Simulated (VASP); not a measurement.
# BaTiO3 in VASP: notebook, part 2 of 2

VASP 6.6.1. The steps go on from the part before.

**6. Single point, LDA**

Contents of INCAR:

```
PREC = Accurate
ENCUT = 340
EDIFF = 1E-7
ISMEAR = 0
SIGMA = 0.05
LREAL = False
LASPH = True
NELM = 100
ALGO = Normal
ISIF = 2
LWAVE = False
LCHARG = False
GGA = CA
ADDGRID = False
```

Contents of KPOINTS:

```
Automatic mesh
0
Gamma
  4 4 4
```

Contents of POSCAR:

```
BaTiO3
1.0
    4.0060000000      0.0000000000      0.0000000000
    0.0000000000      4.0060000000      0.0000000000
    0.0000000000      0.0000000000      4.0060000000
Ba Ti O
1 1 3
Direct
    0.4701120000      0.5031600000      0.5056990000
   -0.0202070000      0.0016430000     -0.0204470000
   -0.0270160000     -0.0188640000      0.5097340000
   -0.0003670000      0.4971430000     -0.0056670000
    0.4958670000     -0.0087980000      0.0064420000
```

Potentials or basis: VASP PAW LDA potentials, release 64 (Ba_sv, Ti_sv, O).

Launch:

```
$ cat potpaw_LDA.64/Ba_sv/POTCAR potpaw_LDA.64/Ti_sv/POTCAR potpaw_LDA.64/O/POTCAR > POTCAR
$ mpirun -np 1 vasp_std > vasp.out
```

OUTCAR:

```text
PREC = Accurate
   ENCUT = 340
   EDIFF = 1E-7
   ISMEAR = 0
   LREAL = False
   LASPH = True
   NELM = 100
   ISIF = 2
   GGA = CA

 Found     36 irreducible k-points:

 Following reciprocal coordinates:
            Coordinates               Weight
  0.000000  0.000000  0.000000      1.000000
  0.250000  0.000000  0.000000      2.000000
  0.000000  0.250000  0.000000      2.000000
  0.000000  0.000000  0.250000      2.000000
  0.500000  0.000000  0.000000      1.000000
  0.000000  0.500000  0.000000      1.000000
   k-points           NKPTS =     36   k-points in BZ     NKDIM =     36   number of bands    NBANDS=     24
   number of dos      NEDOS =    301   number of ions     NIONS =      5
   total plane-waves  NPLWV =  13824
   dimension x,y,z NGX =    24 NGY =   24 NGZ =   24
   dimension x,y,z NGXF=    48 NGYF=   48 NGZF=   48
   ions per type =               1   1   3
   NGX,Y,Z   is equivalent  to a cutoff of   9.96,  9.96,  9.96 a.u.
   NGXF,Y,Z  is equivalent  to a cutoff of  19.92, 19.92, 19.92 a.u.
 SYSTEM =  unknown system
   PREC   = accura    normal or accurate (medium, high low for compatibility)
   ISTART =      0    job   : 0-new  1-cont  2-samecut
   ICHARG =      2    charge: 1-file 2-atom 10-const
   ISPIN  =      1    spin polarized calculation?
   LNONCOLLINEAR =      F non collinear calculations
[... 58 lines left out ...]
 Fermi energy:         3.8036204682

 k-point     1 :       0.0000    0.0000    0.0000
  band No.  band energies     occupation
      1     -52.3059      2.00000
      2     -28.9762      2.00000
      3     -28.9477      2.00000
      4     -28.9398      2.00000
      5     -21.1641      2.00000
      6     -13.1332      2.00000
[... 151 lines left out ...]
     23       7.0272      0.00000
     24       7.6066      0.00000

 [... further k-points ...]

------------------------ aborting loop because EDIFF is reached ----------------------------------------

  FORCE on cell =-STRESS in cart. coord.  units (eV):
  Direction    XX          YY          ZZ          XY          YZ          ZX
  --------------------------------------------------------------------------------------
  -------------------------------------------------------------------------------------
  Total       -9.3562002     -9.6174366     -8.7282094     -0.0900813     -0.1089974     -0.1517502
  in kB     -233.1724598   -239.6829158   -217.5218592     -2.2449799     -2.7164012     -3.7818743
  external PRESSURE =    -230.1257449 kB  Pullay stress =       0.0000000 kB

 VOLUME and BASIS-vectors are now :
 -----------------------------------------------------------------------------
  energy-cutoff  :      340.00
  volume of cell :       64.29
      direct lattice vectors                 reciprocal lattice vectors
     4.006000000  0.000000000  0.000000000     0.249625562  0.000000000  0.000000000
     0.000000000  4.006000000  0.000000000     0.000000000  0.249625562  0.000000000
     0.000000000  0.000000000  4.006000000     0.000000000  0.000000000  0.249625562

 POSITION                                       TOTAL-FORCE (eV/Angst)
 -----------------------------------------------------------------------------------
      1.88327      2.01566      2.02583         0.351209     -0.138214     -0.375075
      3.92505      0.00658      3.92409        -0.466231      0.046907     -0.034185
      3.89777      3.93043      2.04199         0.359192      0.374618      0.193800
      4.00453      1.99155      3.98330        -0.141420     -0.475249      0.222638
      1.98644      3.97076      0.02581        -0.102750      0.191938     -0.007177
 -----------------------------------------------------------------------------------
    total drift:                               -0.001476     -0.000019      0.000633

  FREE ENERGIE OF THE ION-ELECTRON SYSTEM (eV)
  ---------------------------------------------------
  free  energy   TOTEN  =       -44.2047893610 eV

  energy  without entropy=      -44.2047893610  energy(sigma->0) =      -44.20478936
```

OSZICAR:

```text
N       E                     dE             d eps       ncg     rms          rms(c)
DAV:   1     0.352649063179E+03    0.35265E+03   -0.16081E+04  1736   0.132E+03
DAV:   2    -0.269017320591E+02   -0.37955E+03   -0.37237E+03  2288   0.408E+02
DAV:   3    -0.532969300611E+02   -0.26395E+02   -0.26367E+02  2240   0.119E+02
DAV:   4    -0.542997062087E+02   -0.10028E+01   -0.10024E+01  2552   0.204E+01
DAV:   5    -0.543289666678E+02   -0.29260E-01   -0.29259E-01  2320   0.293E+00    0.222E+01
DAV:   6    -0.445209310067E+02    0.98080E+01   -0.66135E+01  2672   0.734E+01    0.993E+00
DAV:   7    -0.444189867089E+02    0.10194E+00   -0.10638E+01  2152   0.238E+01    0.635E+00
DAV:   8    -0.442369825776E+02    0.18200E+00   -0.15505E+00  2312   0.119E+01    0.235E+00
DAV:   9    -0.442160627952E+02    0.20920E-01   -0.22005E-01  2128   0.374E+00    0.948E-01
DAV:  10    -0.442095824997E+02    0.64803E-02   -0.82170E-02  2352   0.224E+00    0.576E-01
DAV:  11    -0.442053654352E+02    0.42171E-02   -0.43754E-02  2560   0.143E+00    0.191E-01
DAV:  12    -0.442048256789E+02    0.53976E-03   -0.27368E-03  2112   0.474E-01    0.546E-02
DAV:  13    -0.442048427523E+02   -0.17073E-04   -0.11691E-03  2448   0.235E-01    0.574E-02
DAV:  14    -0.442047919349E+02    0.50817E-04   -0.21559E-04  2160   0.929E-02    0.176E-02
DAV:  15    -0.442047897658E+02    0.21691E-05   -0.22354E-05  2496   0.268E-02    0.612E-03
DAV:  16    -0.442047893900E+02    0.37583E-06   -0.18222E-06  2304   0.132E-02    0.189E-03
DAV:  17    -0.442047893610E+02    0.29016E-07   -0.53170E-07  2024   0.386E-03
   1 F= -.44204789E+02 E0= -.44204789E+02  d E =-.932867E-20
```

stdout:

```text
POSCAR found type information on POSCAR BaTiO
 POSCAR found :  3 types and       5 ions
 scaLAPACK will be used
 LDA part: xc-table for (Slater(with rela. corr.)+CA(PZ))
 , standard interpolation
 POSCAR, INCAR and KPOINTS ok, starting setup
 FFT: planning ... GRIDC
 FFT: planning ... GRID_SOFT
 FFT: planning ... GRID
 WAVECAR not read
 entering main loop
```

Run time: 31 s. Hardware: 1 thread of AMD EPYC 7R13 (Zen 3), shared host; peak memory 0.12 GiB.

The run converged, but a check on its numbers failed (symmetry, net force, bounds or a known fault of this set-up), so they aren't taken as properties of the crystal.

Caveat: the cutoff lies under the usual one of these potentials, so the numbers hold a large basis-set error.
